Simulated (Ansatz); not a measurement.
Space group Fd-3m:1 (No. 227). a = 5.761 Å, b = 5.761 Å, c = 5.761 Å, α = 90.00°, β = 90.00°, γ = 90.00°
| atom | site | symmetry | x | y | z |
| --- | --- | --- | --- | --- | --- |
| Ge | 8a | -43m | 0.0000 | 0.0000 | 0.0000 |

Equation of state of this Ge structure (not necessarily the ground state), with shape and atoms relaxed at each volume where symmetry leaves them free. Theory: Ansatz, DFT PBE, scalar-relativistic, plane waves, PAW.

Settings: cutoff 420 eV, Γ-centred mesh 20×20×20 on the computed 2-atom cell, Gaussian smearing of 0.10 eV; no spin polarisation.

```json
{"V (Å³/atom)": "21.036", "E − E(largest V) (meV/atom)": "44.38", "P (GPa)": "10.26", "gap on mesh (eV)": "0.41"}
{"V (Å³/atom)": "21.754", "E − E(largest V) (meV/atom)": "6.03", "P (GPa)": "6.98", "gap on mesh (eV)": "0.30"}
{"V (Å³/atom)": "22.471", "E − E(largest V) (meV/atom)": "-18.86", "P (GPa)": "4.23", "gap on mesh (eV)": "0.10"}
{"V (Å³/atom)": "23.188", "E − E(largest V) (meV/atom)": "-32.48", "P (GPa)": "1.93", "gap on mesh (eV)": "0.00"}
{"V (Å³/atom)": "23.905", "E − E(largest V) (meV/atom)": "-36.62", "P (GPa)": "0.00", "gap on mesh (eV)": "0.00"}
{"V (Å³/atom)": "24.622", "E − E(largest V) (meV/atom)": "-32.84", "P (GPa)": "-1.63", "gap on mesh (eV)": "0.00"}
{"V (Å³/atom)": "25.339", "E − E(largest V) (meV/atom)": "-22.42", "P (GPa)": "-2.98", "gap on mesh (eV)": "0.00"}
{"V (Å³/atom)": "26.295", "E − E(largest V) (meV/atom)": "0.00", "P (GPa)": "-4.46", "gap on mesh (eV)": "0.00"}
```

Problem. Fit a third-order Birch–Murnaghan equation, E = E0 + (9V0B0/16)·[(x − 1)³B0' + (x − 1)²(6 − 4x)] with x = (V0/V)^(2/3), to E(V).

Solution. V0 = 23.90 Å³/atom, B0 = 59 GPa, B0' = 4.9.

It comes from a database structure that was distorted and then relaxed.
